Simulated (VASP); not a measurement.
# KF (Pm-3m) in VASP: a series of runs

Runs on KF. Level: PBE. Tasks: single point.

All numbers are computed with VASP 6.6.1; they aren't measurements. Logs are shortened: lines on timing, memory, paths and dates and some standing lists are left out, and cuts for length are marked.

## 1. Starting point

Symmetry: Pm-3m, No. 221, cubic system. The conventional cell has a = 3.259 Å, b = 3.259 Å, c = 3.259 Å, α = 90.00°, β = 90.00°, γ = 90.00°. Around K (site symmetry m-3m) lie 8 F at 2.82 Å. F (site symmetry m-3m) has 8 K at 2.82 Å as nearest neighbours.

The cell comes from a database or a generator and needn't be the stable form of this composition.

## 2. Single point, PBE

INCAR reads:

```
PREC = Accurate ; ENCUT = 520
EDIFF = 1E-6 ; ISMEAR = 0
SIGMA = 0.05 ; LREAL = False
LASPH = True ; NELM = 100
ALGO = Normal ; ISIF = 2
LWAVE = False ; LCHARG = True
GGA = PE ; LELF = True
LVHAR = True ; NBANDS = 15
```

KPOINTS reads:

```
Automatic mesh
0
Gamma
  8 8 8
```

POSCAR reads:

```
KF
1.0
    3.2589550000      0.0000000000      0.0000000000
    0.0000000000      3.2589550000      0.0000000000
    0.0000000000      0.0000000000      3.2589550000
K F
1 1
Direct
    0.0000000000      0.0000000000      0.0000000000
    0.5000000000      0.5000000000      0.5000000000
```

Potentials or basis: VASP PAW PBE potentials, release 64 (K_sv, F).

Started as:

```bash
$ cat potpaw_PBE.64/K_sv/POTCAR potpaw_PBE.64/F/POTCAR > POTCAR
$ mpirun -np 1 vasp_std > vasp.out
```

OUTCAR:

```text
PREC = Accurate
   ENCUT = 520
   EDIFF = 1E-6
   ISMEAR = 0
   LREAL = False
   LASPH = True
   NELM = 100
   ISIF = 2
   GGA = PE

 ion  position               nearest neighbor table
   1  0.000  0.000  0.000-   2 2.82   2 2.82   2 2.82   2 2.82   2 2.82   2 2.82   2 2.82   2 2.82

   2  0.500  0.500  0.500-   1 2.82   1 2.82   1 2.82   1 2.82   1 2.82   1 2.82   1 2.82   1 2.82

  LATTYP: Found a simple cubic cell.
 ALAT       =     3.2589550000

  Lattice vectors:

 A1 = (   3.2589550000,   0.0000000000,   0.0000000000)
 A2 = (   0.0000000000,   3.2589550000,   0.0000000000)
 A3 = (   0.0000000000,   0.0000000000,   3.2589550000)

Analysis of symmetry for initial positions (statically):
=====================================================================
 Subroutine PRICEL returns:
 Original cell was already a primitive cell.

 Routine SETGRP: Setting up the symmetry group for a
 simple cubic supercell.

 Subroutine GETGRP returns: Found 48 space group operations
 (whereof 48 operations were pure point group operations)
 out of a pool of 48 trial point group operations.

The static configuration has the point symmetry O_h .

Analysis of symmetry for dynamics (positions and initial velocities):
=====================================================================
 Subroutine PRICEL returns:
 Original cell was already a primitive cell.

 Routine SETGRP: Setting up the symmetry group for a
 simple cubic supercell.

 Subroutine GETGRP returns: Found 48 space group operations
 (whereof 48 operations were pure point group operations)
 out of a pool of 48 trial point group operations.

The dynamic configuration has the point symmetry O_h .

 Subroutine INISYM returns: Found 48 space group operations
 (whereof 48 operations are pure point group operations),
 and found     1 'primitive' translations

----------------------------------------------------------------------------------------

                                     Primitive cell

  volume of cell :      34.6127

  direct lattice vectors                    reciprocal lattice vectors
     3.258955000  0.000000000  0.000000000     0.306846827  0.000000000  0.000000000
     0.000000000  3.258955000  0.000000000     0.000000000  0.306846827  0.000000000
     0.000000000  0.000000000  3.258955000     0.000000000  0.000000000  0.306846827

  length of vectors
     3.258955000  3.258955000  3.258955000     0.306846827  0.306846827  0.306846827

  position of ions in fractional coordinates (direct lattice)
     0.000000000  0.000000000  0.000000000
     0.500000000  0.500000000  0.500000000

  ion indices of the primitive-cell ions
   primitive index   ion index
                 1           1
                 2           2

----------------------------------------------------------------------------------------

 KPOINTS: Automatic mesh

Automatic generation of k-mesh.
 Grid dimensions read from file:
 generate k-points for:    8    8    8

 Generating k-lattice:

  Cartesian coordinates                     Fractional coordinates (reciprocal lattice)
     0.038355853  0.000000000  0.000000000     0.125000000  0.000000000  0.000000000
     0.000000000  0.038355853  0.000000000     0.000000000  0.125000000  0.000000000
     0.000000000  0.000000000  0.038355853     0.000000000  0.000000000  0.125000000

  Length of vectors
     0.038355853  0.038355853  0.038355853

  Shift w.r.t. Gamma in fractional coordinates (k-lattice)
     0.000000000  0.000000000  0.000000000

 Subroutine IBZKPT returns following result:
 ===========================================

 Found     35 irreducible k-points:

 Following reciprocal coordinates:
            Coordinates               Weight
  0.000000  0.000000  0.000000      1.000000
  0.125000  0.000000  0.000000      6.000000
  0.250000  0.000000  0.000000      6.000000
  0.375000  0.000000  0.000000      6.000000
  0.500000  0.000000  0.000000      3.000000
  0.125000  0.125000  0.000000     12.000000
[... 16 lines left out ...]
  0.375000  0.375000  0.125000     24.000000
  0.500000  0.375000  0.125000     24.000000
 [... further k-points ...]
   k-points           NKPTS =     35   k-points in BZ     NKDIM =     35   number of bands    NBANDS=     15
   number of dos      NEDOS =    301   number of ions     NIONS =      2
   total plane-waves  NPLWV =  13824
   dimension x,y,z NGX =    24 NGY =   24 NGZ =   24
   dimension x,y,z NGXF=    48 NGYF=   48 NGZF=   48
   ions per type =               1   1
   NGX,Y,Z   is equivalent  to a cutoff of  12.24, 12.24, 12.24 a.u.
   NGXF,Y,Z  is equivalent  to a cutoff of  24.49, 24.49, 24.49 a.u.
 SYSTEM =  unknown system
   PREC   = accura    normal or accurate (medium, high low for compatibility)
   ISTART =      0    job   : 0-new  1-cont  2-samecut
   ICHARG =      2    charge: 1-file 2-atom 10-const
   ISPIN  =      1    spin polarized calculation?
   LNONCOLLINEAR =      F non collinear calculations
   LSORBIT =      F    spin-orbit coupling
   LASPH  =      T    aspherical Exc in radial PAW
   ENCUT  =  520.0 eV  38.22 Ry    6.18 a.u.   6.06  6.06  6.06*2*pi/ulx,y,z
   NELM   =    100;   NELMIN=  2; NELMDL= -5     # of ELM steps
   EDIFF  = 0.1E-05   stopping-criterion for ELM
   LREAL  =      F    real-space projection
   EDIFFG = 0.1E-04   stopping-criterion for IOM
   NSW    =      0    number of steps for IOM
   IBRION =     -1    ionic relax: 0-MD 1-quasi-New 2-CG
   NFREE  =      0    steps in history (QN), initial steepest desc. (CG)
   ISIF   =      2    stress and relaxation
   ISYM   =      2    0-nonsym 1-usesym 2-fastsym
   POTIM  = 0.5000    time-step for ionic-motion
   TEBEG  =    0.0;   TEEND  =   0.0 temperature during run
   PSTRESS=    0.0 pullay stress
   NELECT =      16.0000    total number of electrons
   NUPDOWN=      -1.0000    fix difference up-down
   EMIN   =  10.00;   EMAX   =-10.00  energy-range for DOS
   EFERMI =   0.00;   METHOD = LEGACY
   ISMEAR =     0;   SIGMA  =   0.05  broadening in eV -4-tet -1-fermi 0-gaus
   EFERMI_NEDOS =   21; number of points for ismear=-14 and -15
   IALGO  =     38    algorithm
   IMIX   =      4    mixing-type and parameters
     AMIX     =   0.40;   BMIX     =  1.00
     AMIX_MAG =   1.60;   BMIX_MAG =  1.00
  volume/ion in A,a.u.               =      17.31       116.79
  Fermi-wavevector in a.u.,A,eV,Ry     =   1.265814  2.392041 21.800402  1.602284
  Thomas-Fermi vector in A             =   2.399047
   LORBIT       =      0    0 simple, 1 ext, 2 COOP (PROOUT), +10 PAW based schemes
   GGA     = PE    functional components
   LHFCALC =     F    Hartree Fock is set to
   AEXX    =    0.0000 exact exchange contribution
   IVDW    =     0    specifies the selected vdW correction
   LEPSILON=     F    determine dielectric tensor
   LRPA    =     F    only Hartree local field effects (RPA)
 non-spin polarized calculation
 Gauss-broadening in eV      SIGMA  =   0.05
  energy-cutoff  :      520.00
  volume of cell :       34.61
 maximum number of plane-waves:       952
   NGX = 13   NGY = 13   NGZ = 13

 number of electron      15.9999992 magnetization

 Free energy of the ion-electron system (eV)
  ---------------------------------------------------
  ext. energy  EPLUGINS =         0.00000000
  ---------------------------------------------------
  free energy    TOTEN  =        -8.09364752 eV

  energy without entropy =       -8.09364752  energy(sigma->0) =       -8.09364752

 E-fermi :  -1.7345     XC(G=0):  -9.0242

 val. band max:       -2.0353581643   @ k =   0.5000   0.5000   0.0000
 cond. band min:       4.2205611334   @ k =   0.0000   0.0000   0.0000
 fundamental gap:      6.2559192977
 Fermi energy:        -1.7345270412

 k-point     1 :       0.0000    0.0000    0.0000
  band No.  band energies     occupation
      1     -29.0575      2.00000
      2     -20.9349      2.00000
      3     -12.0892      2.00000
      4     -12.0892      2.00000
      5     -12.0892      2.00000
      6      -2.0877      2.00000
      7      -2.0877      2.00000
      8      -2.0877      2.00000
      9       4.2206      0.00000
     10       6.2533      0.00000
     11       6.2533      0.00000
     12      11.7795      0.00000
     13      11.7795      0.00000
     14      11.7795      0.00000
     15      18.8671      0.00000

 k-point     2 :       0.1250    0.0000    0.0000
  band No.  band energies     occupation
      1     -29.0396      2.00000
      2     -20.9383      2.00000
      3     -12.1952      2.00000
      4     -12.0734      2.00000
      5     -12.0734      2.00000
      6      -2.2901      2.00000
      7      -2.1029      2.00000
      8      -2.1029      2.00000
      9       4.6341      0.00000
     10       6.3731      0.00000
     11       6.6032      0.00000
     12      11.5170      0.00000
     13      11.5170      0.00000
     14      11.8269      0.00000
     15      17.6878      0.00000

 k-point     3 :       0.2500    0.0000    0.0000
  band No.  band energies     occupation
      1     -28.9958      2.00000
      2     -20.9481      2.00000
      3     -12.4402      2.00000
      4     -12.0349      2.00000
      5     -12.0349      2.00000
      6      -2.7253      2.00000
      7      -2.1409      2.00000
      8      -2.1409      2.00000
      9       5.6519      0.00000
     10       6.6916      0.00000
     11       7.4926      0.00000
     12      10.9782      0.00000
     13      10.9782      0.00000
     14      11.9447      0.00000
     15      16.1608      0.00000
[... 343 lines left out ...]
 k-point    23 :       0.3750    0.3750    0.1250
  band No.  band energies     occupation
      1     -28.8461      2.00000
      2     -20.8655      2.00000
      3     -12.7254      2.00000
      4     -12.6886      2.00000
      5     -12.0468      2.00000
      6      -2.7487      2.00000
      7      -2.6357      2.00000
      8      -2.2140      2.00000
      9       7.0674      0.00000
     10       7.5467      0.00000
     11       9.6684      0.00000
     12       9.7487      0.00000
     13      10.6020      0.00000
     14      11.1297      0.00000
     15      15.0530      0.00000

 k-point    24 :       0.5000    0.3750    0.1250
  band No.  band energies     occupation
      1     -28.8304      2.00000
      2     -20.8517      2.00000
      3     -12.8212      2.00000
      4     -12.7128      2.00000
      5     -12.0325      2.00000
      6      -2.7683      2.00000
      7      -2.6492      2.00000
      8      -2.2043      2.00000
      9       6.9365      0.00000
     10       7.5012      0.00000
     11       9.5111      0.00000
     12       9.7134      0.00000
     13      10.9037      0.00000
     14      12.2522      0.00000
     15      14.1492      0.00000

 [... further k-points ...]

------------------------ aborting loop because EDIFF is reached ----------------------------------------

  FORCE on cell =-STRESS in cart. coord.  units (eV):
  Direction    XX          YY          ZZ          XY          YZ          ZX
  --------------------------------------------------------------------------------------
  -------------------------------------------------------------------------------------
  Total       -0.0023722     -0.0023722     -0.0023722      0.0000000     -0.0000000     -0.0000000
  in kB       -0.1098047     -0.1098047     -0.1098047      0.0000000     -0.0000000     -0.0000000
  external PRESSURE =      -0.1098047 kB  Pullay stress =       0.0000000 kB

 VOLUME and BASIS-vectors are now :
 -----------------------------------------------------------------------------
  energy-cutoff  :      520.00
  volume of cell :       34.61
      direct lattice vectors                 reciprocal lattice vectors
     3.258955000  0.000000000  0.000000000     0.306846827  0.000000000  0.000000000
     0.000000000  3.258955000  0.000000000     0.000000000  0.306846827  0.000000000
     0.000000000  0.000000000  3.258955000     0.000000000  0.000000000  0.306846827

 POSITION                                       TOTAL-FORCE (eV/Angst)
 -----------------------------------------------------------------------------------
      0.00000      0.00000      0.00000         0.000000      0.000000      0.000000
      1.62948      1.62948      1.62948         0.000000      0.000000      0.000000
 -----------------------------------------------------------------------------------
    total drift:                                0.000000      0.000000     -0.000000

  FREE ENERGIE OF THE ION-ELECTRON SYSTEM (eV)
  ---------------------------------------------------
  free  energy   TOTEN  =        -8.0936475248 eV

  energy  without entropy=       -8.0936475248  energy(sigma->0) =       -8.09364752
```

It took 10 s on 1 thread of Intel Xeon Platinum 8259CL at 2.50GHz (Skylake/Cascade Lake), shared host; peak memory 0.14 GiB.

What came out:

| Quantity | Value |
| --- | --- |
| Free energy | -8.0936 eV |
| Pressure | 0.0 GPa |
| Band gap on the k mesh | 6.26 eV, indirect (least direct gap 6.31 eV) |

Levels at points of the mesh, in eV from the valence-band top:
```csv
k point,band 6,band 7,band 8,band 9,band 10,band 11
"(0.00, 0.00, 0.00)",-0.05,-0.05,-0.05,6.26,8.29,8.29
"(0.50, 0.00, 0.00)",-1.22,-0.16,-0.16,9.28,9.35,10.86
"(0.50, 0.50, 0.00)",-0.62,-0.62,0.00,8.46,8.97,11.86
"(0.50, 0.50, 0.50)",-1.03,-1.03,-1.03,10.43,10.43,10.43
```

A k mesh can miss the band edges. As with any semilocal functional, this PBE gap is likely too small.

## 3. Single point, PBE

INCAR reads:

```
SYSTEM = KF
ALGO = Normal
EDIFF = 1E-6
ENCUT = 520
GGA = PE
ISIF = 2
ISMEAR = 0
LASPH = .TRUE.
LCHARG = .FALSE.
LREAL = .FALSE.
LWAVE = .FALSE.
NBANDS = 15
NELM = 100
PREC = Accurate
SIGMA = 0.05
```

KPOINTS reads:

```
k-points
0
G
  8 8 8
  0 0 0
```

POSCAR is that of step 2.

Potentials or basis: VASP PAW PBE potentials, release 64 (K_sv, F).

Started as:

```bash
$ cat potpaw_PBE.64/K_sv/POTCAR potpaw_PBE.64/F/POTCAR > POTCAR
$ mpirun -np 1 vasp_std > vasp.out
```

It took 13 s on 1 thread of Intel Xeon Platinum 8259CL at 2.50GHz (Skylake/Cascade Lake), shared host; peak memory 0.14 GiB.

It converged, with:

| Property | Result |
| --- | --- |
| Free energy | -8.0936 eV |
| Pressure | 0.0 GPa |
| Band gap on the k mesh | 6.26 eV, indirect (least direct gap 6.31 eV) |

Levels at points of the mesh, in eV from the valence-band top:
| k point | band 6 | band 7 | band 8 | band 9 | band 10 | band 11 |
| --- | --- | --- | --- | --- | --- | --- |
| (0.00, 0.00, 0.00) | -0.05 | -0.05 | -0.05 | 6.26 | 8.29 | 8.29 |
| (0.50, 0.00, 0.00) | -1.22 | -0.16 | -0.16 | 9.28 | 9.35 | 10.86 |
| (0.50, 0.50, 0.00) | -0.62 | -0.62 | 0.00 | 8.46 | 8.97 | 11.86 |
| (0.50, 0.50, 0.50) | -1.03 | -1.03 | -1.03 | 10.43 | 10.43 | 10.43 |

A k mesh can miss the band edges. As with any semilocal functional, this PBE gap is likely too small.
